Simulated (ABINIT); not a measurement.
# BP (F-43m) in ABINIT: further runs

One crystal, BP, is run at these levels: PBEsol; tasks: single point, relaxation of cell and atoms.

Everything below comes from runs of ABINIT 10.8.3 (patched build). Logs are shortened: lines on timing, memory, paths and dates and some standing lists are left out, and cuts for length are marked. The log counts tension as positive stress, the text compression.

## Step 1: The crystal as given

The structure is cubic, space group F-43m (No. 216). The conventional cell has a = 4.538 Å, b = 4.538 Å, c = 4.538 Å, α = 90.00°, β = 90.00°, γ = 90.00°. P (site symmetry -43m) has 4 B at 1.97 Å as nearest neighbours. B (site symmetry -43m) has 4 P at 1.97 Å as nearest neighbours.

## Step 2: Single point, PBEsol

run.abi reads:

```
pp_dirpath "./"
pseudos "P.upf, B.upf"

acell 3*1.0
rprim
     0.0000000000     4.2877885768     4.2877885768
     4.2877885768     0.0000000000     4.2877885768
     4.2877885768     4.2877885768     0.0000000000
ntypat 2
znucl 15 5
natom 2
typat 1 2
xred
     0.7500000000     0.7500000000     0.7500000000
     0.0000000000     0.0000000000     0.0000000000

ecut 925.187132 eV

kptopt 1
ngkpt 8 8 8
nshiftk 1
shiftk 0.0 0.0 0.0

ixc -116133

nband 8
occopt 3
tsmear 0.05 eV

nstep 100
tolvrs 1.0e-10

iomode 3
prtwf 0
prtden 0
prteig 0
prtebands 0
enunit 1
```

Potentials or basis: PseudoDojo NC SR PBEsol v0.4.1 standard.

The run is started by

```console
> abinit run.abi > log 2>&1
```

run.abo:

```text
.Version 10.8.3 of ABINIT
 Symmetries : space group F-4 3 m (#216); Bravais cF (face-center cubic)
================================================================================
 Values of the parameters that define the memory need of the present run
     intxc =       0    ionmov =       0      iscf =       7    lmnmax =       6
     lnmax =       6     mgfft =      32  mpssoang =       3    mqgrid =    3001
     natom =       2  nloc_mem =       1    nspden =       1   nspinor =       1
    nsppol =       1      nsym =      24    n1xccc =    2501    ntypat =       2
    occopt =       3   xclevel =       2
       mpw =        1506          nfft =       32768          nkpt =          29
================================================================================
================================================================================

--------------------------------------------------------------------------------
------------- Echo of variables that govern the present computation ------------
--------------------------------------------------------------------------------
 -outvars: echo values of preprocessed input variables --------
            acell      1.0000000000E+00  1.0000000000E+00  1.0000000000E+00 Bohr
              amu      3.09737620E+01  1.08110000E+01
             ecut      3.40000000E+01 Hartree
           enunit           1
              ixc     -116133
         kptrlatt        8    0    0      0    8    0      0    0    8
          kptrlen      4.85107901E+01
            natom           2
            nband           8
            ngfft          32      32      32
             nkpt          29
            nstep         100
             nsym          24
           ntypat           2
           occopt           3
           prtden           0
        prtebands           0
           prteig           0
            prtwf           0
            rprim      0.0000000000E+00  4.2877885768E+00  4.2877885768E+00
                       4.2877885768E+00  0.0000000000E+00  4.2877885768E+00
                       4.2877885768E+00  4.2877885768E+00  0.0000000000E+00
          spgroup         216
           tolvrs      1.00000000E-10
           tsmear      1.83746611E-03 Hartree
            typat      1  2
           xangst      3.4034999977E+00  3.4034999977E+00  3.4034999977E+00
                       0.0000000000E+00  0.0000000000E+00  0.0000000000E+00
            xcart      6.4316828652E+00  6.4316828652E+00  6.4316828652E+00
                       0.0000000000E+00  0.0000000000E+00  0.0000000000E+00
             xred      7.5000000000E-01  7.5000000000E-01  7.5000000000E-01
                       0.0000000000E+00  0.0000000000E+00  0.0000000000E+00
            znucl       15.00000    5.00000

================================================================================

 chkinp: Checking input parameters for consistency.

[... 83 lines left out ...]
force_length_stats: {min:   3.25433413E-30, max:   3.25433413E-30, mean:   3.25433413E-30, }
...

 Integrated electronic density in atomic spheres:
 ------------------------------------------------
 Atom  Sphere_radius  Integrated_density
    1        2.00000          2.91682968
    2        2.00000          2.69413599
================================================================================

 ----iterations are completed or convergence reached----

 Mean square residual over all n,k,spin=   23.135E-08; max=  40.064E-06
 reduced coordinates (array xred) for    2 atoms
       0.750000000000      0.750000000000      0.750000000000
       0.000000000000      0.000000000000      0.000000000000
 rms dE/dt=  1.1900E-29; max dE/dt=  1.6829E-29; dE/dt below (all hartree)
    1       0.000000000000      0.000000000000     -0.000000000000
    2       0.000000000000      0.000000000000      0.000000000000

 cartesian coordinates (angstrom) at end:
    1      3.40349999771018     3.40349999771018     3.40349999771018
    2      0.00000000000000     0.00000000000000     0.00000000000000

 cartesian forces (hartree/bohr) at end:
    1      0.00000000000000     0.00000000000000    -0.00000000000000
    2     -0.00000000000000    -0.00000000000000     0.00000000000000
 frms,max,avg= 1.8788907E-30 2.9436560E-30   0.000E+00  0.000E+00  0.000E+00 h/b

 cartesian forces (eV/Angstrom) at end:
    1      0.00000000000000     0.00000000000000    -0.00000000000000
    2     -0.00000000000000    -0.00000000000000     0.00000000000000
 frms,max,avg= 9.6616444E-29 1.5136888E-28   0.000E+00  0.000E+00  0.000E+00 e/A
 length scales=  1.000000000000  1.000000000000  1.000000000000 bohr
              =  0.529177210544  0.529177210544  0.529177210544 angstroms
 Fermi (or HOMO) energy (eV) =   7.95629   Average Vxc (eV)= -11.01427
 Eigenvalues (   eV  ) for nkpt=  29  k points:
 kpt#   1, nband=  8, wtk=  0.00195, kpt=  0.0000  0.0000  0.0000 (reduced coord)
  -8.10391    7.39241    7.39241    7.39241   10.75190   10.75190   10.75190   14.71814
 prteigrs : prtvol=0 or 1, do not print more k-points.

--- !EnergyTerms
iteration_state     : {dtset: 1, }
comment             : Components of total free energy in Hartree
kinetic             :  4.62642695242563E+00
hartree             :  6.18537891285098E-01
xc                  : -3.30133910640046E+00
Ewald energy        : -1.04916197707562E+01
psp_core            :  5.33479485217884E-01
local_psp           : -2.95840566570107E+00
non_local_psp       :  1.08293836902193E+00
internal            : -9.88998184490717E+00
'-kT*entropy'       : -6.97269428437291E-09
total_energy        : -9.88998185187986E+00
total_energy_eV     : -2.69120116137245E+02
band_energy         :  2.57120071824210E-01
...

 Cartesian components of stress tensor (hartree/bohr^3)
  sigma(1 1)=  6.71961683E-05  sigma(3 2)=  0.00000000E+00
  sigma(2 2)=  6.71961683E-05  sigma(3 1)=  0.00000000E+00
  sigma(3 3)=  6.71961683E-05  sigma(2 1)=  0.00000000E+00

-Cartesian components of stress tensor (GPa)         [Pressure= -1.9770E+00 GPa]
- sigma(1 1)=  1.97697953E+00  sigma(3 2)=  0.00000000E+00
- sigma(2 2)=  1.97697953E+00  sigma(3 1)=  0.00000000E+00
- sigma(3 3)=  1.97697953E+00  sigma(2 1)=  0.00000000E+00

== END DATASET(S) ==============================================================
================================================================================

 -outvars: echo values of variables after computation  --------
            acell      1.0000000000E+00  1.0000000000E+00  1.0000000000E+00 Bohr
           etotal     -9.8899818519E+00
            fcart      9.8121865988E-31  9.8121865988E-31 -2.9436559796E-30
                      -9.8121865988E-31 -9.8121865988E-31  2.9436559796E-30
            rprim      0.0000000000E+00  4.2877885768E+00  4.2877885768E+00
                       4.2877885768E+00  0.0000000000E+00  4.2877885768E+00
                       4.2877885768E+00  4.2877885768E+00  0.0000000000E+00
           strten      6.7196168294E-05  6.7196168294E-05  6.7196168294E-05
                       0.0000000000E+00  0.0000000000E+00  0.0000000000E+00
           xangst      3.4034999977E+00  3.4034999977E+00  3.4034999977E+00
                       0.0000000000E+00  0.0000000000E+00  0.0000000000E+00
             xred      7.5000000000E-01  7.5000000000E-01  7.5000000000E-01
                       0.0000000000E+00  0.0000000000E+00  0.0000000000E+00
 Calculation completed.
```

Run time: 6.9 s. Hardware: 1 thread of Arm Neoverse V2, shared host; peak memory 0.06 GiB.

What came out:

```
Free energy                                           : -269.1201 eV
Pressure                                              : -2.0 GPa
Band gap on the k mesh                                : 1.17 eV, indirect (least direct gap 3.36 eV)
Valence electrons inside the program's atomic spheres : P 2.92; B 2.69
```

Levels at points of the mesh, in eV from the valence-band top:
```csv
k point,band 1,band 2,band 3,band 4,band 5,band 6,band 7,band 8
"(0.00, 0.00, 0.00)",-15.50,0.00,0.00,0.00,3.36,3.36,3.36,7.33
"(0.50, 0.00, 0.00)",-12.15,-9.09,-1.76,-1.76,3.72,4.65,4.65,9.94
"(0.50, 0.50, 0.00)",-10.62,-8.60,-4.14,-4.14,1.23,1.52,12.03,12.03
```

## Step 3: Single point, PBEsol

run.abi reads:

```
# Pseudopotentials
pp_dirpath "./"
pseudos "P.upf, B.upf"

# Structure
acell 3.208850573 3.208850573 3.208850573 Angstrom
rprim
     0.0000000000     0.7071067812     0.7071067812
     0.7071067812     0.0000000000     0.7071067812
     0.7071067812     0.7071067812     0.0000000000
ntypat 2
znucl 15 5
natom 2
typat 1 2
xred
     0.7500000000     0.7500000000     0.7500000000
     0.0000000000     0.0000000000     0.0000000000

# Plane-wave basis
ecut 925.187132 eV

# k points
kptopt 1
ngkpt 8 8 8
nshiftk 1
shiftk 0.0 0.0 0.0

# Exchange and correlation
ixc -116133

# Bands and occupations
nband 8
occopt 3
tsmear 0.00183747

# SCF cycle
nstep 100
tolvrs 1.0e-10

# Output
iomode 3
prtwf 0
prtden 0
prteig 0
prtebands 0
```

Potentials or basis: PseudoDojo NC SR PBEsol v0.4.1 standard.

The run is started by

```console
> abinit run.abi > log 2>&1
```

It took 9 s on 1 thread of Arm Neoverse V1, shared host; peak memory 0.06 GiB.

It converged, with:

* Free energy: -269.1201 eV
* Pressure: -2.0 GPa
* Band gap on the k mesh: 1.17 eV, indirect (least direct gap 3.36 eV)
* Valence electrons inside the program's atomic spheres: P 2.92; B 2.69

Levels at points of the mesh, in eV from the valence-band top:
| k point | band 2 | band 3 | band 4 | band 5 | band 6 | band 7 |
| --- | --- | --- | --- | --- | --- | --- |
| (0.00, 0.00, 0.00) | 0.00 | 0.00 | 0.00 | 3.36 | 3.36 | 3.36 |
| (0.50, 0.00, 0.00) | -9.09 | -1.76 | -1.76 | 3.72 | 4.65 | 4.65 |
| (0.50, 0.50, 0.00) | -8.60 | -4.14 | -4.14 | 1.23 | 1.52 | 12.03 |

## Step 4: Relaxation of cell and atoms, PBEsol

run.abi reads:

```
pp_dirpath "./"
pseudos "P.upf, B.upf"

acell 3*1.0
rprim
     0.0000000000     4.2877885768     4.2877885768
     4.2877885768     0.0000000000     4.2877885768
     4.2877885768     4.2877885768     0.0000000000
ntypat 2
znucl 15 5
natom 2
typat 1 2
chkprim 0
chksymtnons 0
tolsym 1.0e-6
xred
            3/4            3/4            3/4
            0.0            0.0            0.0

ecut 34.0
ecutsm 0.5

kptopt 1
ngkpt 8 8 8
nshiftk 1
shiftk 0.0 0.0 0.0

ixc -116133

nband 8
occopt 3
tsmear 0.05 eV

nstep 80
tolvrs 1.0e-12

iomode 3
prteig 0
prtebands 0
prtwf 0
prtden 0

ionmov 22
optcell 2
ntime 50
tolmxf 2.0e-5
dilatmx 1.08
```

Potentials or basis: PseudoDojo NC SR PBEsol v0.4.1 standard.

The run is started by

```console
> abinit run.abi > log 2>&1
```

run.abo:

```text
.Version 10.8.3 of ABINIT
 Symmetries : space group F-4 3 m (#216); Bravais cF (face-center cubic)
================================================================================
 Values of the parameters that define the memory need of the present run
     intxc =       0    ionmov =      22      iscf =       7    lmnmax =       6
     lnmax =       6     mgfft =      36  mpssoang =       3    mqgrid =    3001
     natom =       2  nloc_mem =       1    nspden =       1   nspinor =       1
    nsppol =       1      nsym =      24    n1xccc =    2501    ntypat =       2
    occopt =       3   xclevel =       2
       mpw =        1895          nfft =       46656          nkpt =          29
================================================================================
================================================================================

--------------------------------------------------------------------------------
------------- Echo of variables that govern the present computation ------------
[... 534 lines left out ...]
- sigma(3 3)=  5.32174376E-05  sigma(2 1)=  0.00000000E+00

== END DATASET(S) ==============================================================
================================================================================

 -outvars: echo values of variables after computation  --------
            acell      6.0411594382E+00  6.0411594382E+00  6.0411594382E+00 Bohr
           etotal     -9.8900322672E+00
            fcart     -2.4622597751E-31 -2.4622597751E-31  7.3867793254E-31
                       2.4622597751E-31  2.4622597751E-31 -7.3867793254E-31
            rprim      0.0000000000E+00  7.0710678119E-01  7.0710678119E-01
                       7.0710678119E-01  0.0000000000E+00  7.0710678119E-01
                       7.0710678119E-01  7.0710678119E-01  0.0000000000E+00
           strten      1.8088239366E-09  1.8088239374E-09  1.8088239379E-09
                       0.0000000000E+00  0.0000000000E+00  0.0000000000E+00
           xangst      3.3907650001E+00  3.3907650001E+00  3.3907650001E+00
                       1.4082806987E-45  1.4082806987E-45  1.3107267270E-29
             xred      7.5000000000E-01  7.5000000000E-01  7.5000000000E-01
                       2.8991836510E-30  2.8991836510E-30 -2.8991836510E-30
 Calculation completed.
```

Run time: 43 s. Hardware: 1 thread of Arm Neoverse V1, shared host; peak memory 0.07 GiB.

What came out:

| Item | Value |
| --- | --- |
| Free energy | -269.1215 eV |
| Relaxed volume | 11.55 Å³/atom |
| Relaxed cell | a = 3.197 Å, b = 3.197 Å, c = 3.197 Å, α = 60.00°, β = 60.00°, γ = 60.00° |
| Space group after relaxing (to 0.05 Å) | F-43m (No. 216) |
| Energy gained by relaxing | 0.8 meV/atom |
| Ionic steps | 4 |
| Pressure after relaxing | 0.0 GPa |
| Band gap on the k mesh | 1.16 eV, indirect (least direct gap 3.38 eV) |

Step by step:
| step | energy change (eV) | largest force (eV/Å) | pressure (GPa) | volume (Å³) |
| --- | --- | --- | --- | --- |
| 1 | 0.0000 | 0.0000 | -1.87 | 23.36 |
| 2 | -0.0012 | 0.0000 | -0.93 | 23.23 |
| 3 | -0.0015 | 0.0000 | 0.02 | 23.10 |
| 4 | -0.0015 | 0.0000 | 0.00 | 23.10 |

Final structure:
```xyz
2
Lattice="0.0000 2.2605 2.2605 2.2605 0.0000 2.2605 2.2605 2.2605 0.0000" Properties=species:S:1:pos:R:3 pbc="T T T"
P     3.3908    3.3908    3.3908
B     0.0000    0.0000    0.0000
```
